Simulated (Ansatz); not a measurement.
Recipe of this trial structure of CdSe: 4-connected net, two elements spread over the vertices (P1, No. 1). Its size is a rough estimate.

```cif
data_structure
_symmetry_space_group_name_H-M 'P 1'
_symmetry_Int_Tables_number 1
_cell_length_a 4.4325
_cell_length_b 4.4325
_cell_length_c 7.0927
_cell_angle_alpha 90.000
_cell_angle_beta 90.000
_cell_angle_gamma 90.000
_cell_volume 139.35
loop_
_atom_site_label
_atom_site_type_symbol
_atom_site_fract_x
_atom_site_fract_y
_atom_site_fract_z
_atom_site_occupancy
Cd1 Cd 0.00000 0.00000 0.25000 1
Cd2 Cd 0.65668 0.23682 0.50000 1
Cd3 Cd 0.76318 0.65668 0.00000 1
Se1 Se 0.00000 0.00000 0.75000 1
Se2 Se 0.34332 0.76318 0.50000 1
Se3 Se 0.23682 0.34332 0.00000 1
```

Theory: DFT PBE, scalar-relativistic, plane waves, PAW (Ansatz 0.2.0). Cutoff 420 eV, Gaussian smearing, Γ-centred meshes. Cell and atoms relax first on a coarse mesh and then on a finer one. In between, the cell is made exact in the group found at 0.06 Å. In metals the finer mesh still leaves noise of several meV/atom or more. The steps can't lower the symmetry of their start. No spin polarisation.

A guess keeps its type if space group and coordination stay and the shape of the cell changes little (axis ratios within about 15 %, angles within 6°); the volume may change.

Question: Does it keep its structure type, or change into something else?

Answer: It doesn't keep its type. The symmetry goes from P1 (No. 1) to P3_221 (No. 154). The volume per atom grows by 13.3 %, from 23.2 to 26.3 Å³. The shortest distance goes from 2.52 Å (Cd–Se) to 2.68 Å (Cd–Se). Counting neighbours within 15 % of an atom's shortest distance, the start has Cd 4, Se 4 and the end Cd 4, Se 4. In detail, at the end Cd has 4 Se at 2.68–2.75 Å; Se has 4 Cd at 2.68–2.75 Å.

```
Cd Se
1.0
     4.28220    0.00000    0.00000
    -2.14110    3.70849    0.00000
     0.00000    0.00000    9.94180
Cd Se
3 3
Direct
  0.53870 0.53870 0.50000
  0.00000 0.46130 0.83333
  0.46130 0.00000 0.16667
  0.51687 0.51687 0.00000
  0.48313 0.00000 0.66667
  0.00000 0.48313 0.33333
```

The last run used a 12×12×4 mesh (in the run's order of axes) for its 6-atom cell and Gaussian smearing of 0.10 eV. A structure relaxed within its symmetry needn't be a true minimum. Another cell of CdSe relaxed alike, in Pnma, lies 32 meV/atom lower, so this cell isn't the stable form at this level.
